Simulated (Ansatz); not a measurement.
Relaxed bulk HfN, space group Fm-3m (No. 225):

```cif
data_structure
_symmetry_space_group_name_H-M 'Fm-3m'
_symmetry_Int_Tables_number 225
_cell_length_a 4.5254
_cell_length_b 4.5254
_cell_length_c 4.5254
_cell_angle_alpha 90.000
_cell_angle_beta 90.000
_cell_angle_gamma 90.000
_cell_volume 92.68
loop_
_atom_site_label
_atom_site_type_symbol
_atom_site_symmetry_multiplicity
_atom_site_Wyckoff_symbol
_atom_site_fract_x
_atom_site_fract_y
_atom_site_fract_z
_atom_site_occupancy
Hf1 Hf 4 a 0.00000 0.00000 0.00000 1
N1 N 4 b 0.50000 0.00000 0.00000 1
```

Level of theory: Ansatz 0.2.0, DFT r2SCAN, scalar-relativistic, plane waves, PAW. Cutoff 500 eV, k spacing 0.19 to 0.25 Å⁻¹, dipole correction; no spin polarisation.

Slabs with different planes and terminations (top/bottom plane) are cut from it in 1×1 cells and relaxed. Each holds whole formula units counted by Hf and an excess Δn of N (negative: a deficit); ΔE is its energy over those formula units in the bulk and the excess in the standard state of N. The formation energy of HfN is -3.757 eV a formula unit (uncorrected), so Δμ(N) runs from -3.757 eV to 0 if no other compound intervenes.

| slab | A (Å²) | Δn(N) | ΔE (eV) |
| --- | --- | --- | --- |
| (111) Hf/N, Hf5N5 | 8.87 | 0 | 2.851 |
| (111) Hf/Hf, Hf5N4 | 8.87 | -1.00 | 6.115 |
| (110) HfN/HfN, Hf7N7 | 14.48 | 0 | 5.109 |
| (100) HfN/HfN, Hf5N5 | 10.24 | 0 | 2.100 |

Q: Work out each slab's surface energy at the N-rich and N-poor ends.

A: γ = [ΔE − Δn·Δμ(N)]/(2A) × 16.02 J/m² per eV/Å², the mean of both faces:

| slab | N-rich (J/m²) | N-poor (J/m²) |
| --- | --- | --- |
| (111) Hf/N, Hf5N5 | 2.57 | 2.57 |
| (111) Hf/Hf, Hf5N4 | 5.52 | 2.13 |
| (110) HfN/HfN, Hf7N7 | 2.83 | 2.83 |
| (100) HfN/HfN, Hf5N5 | 1.64 | 1.64 |

Q: Does the lowest surface change with the conditions?

A: No: among these slabs (100) HfN/HfN, Hf5N5 is lowest at both ends, and since each γ is a straight line in Δμ, throughout the range.

Only the planes named were cut, so another facet can lie lower still. Reconstructions in larger cells weren't sought.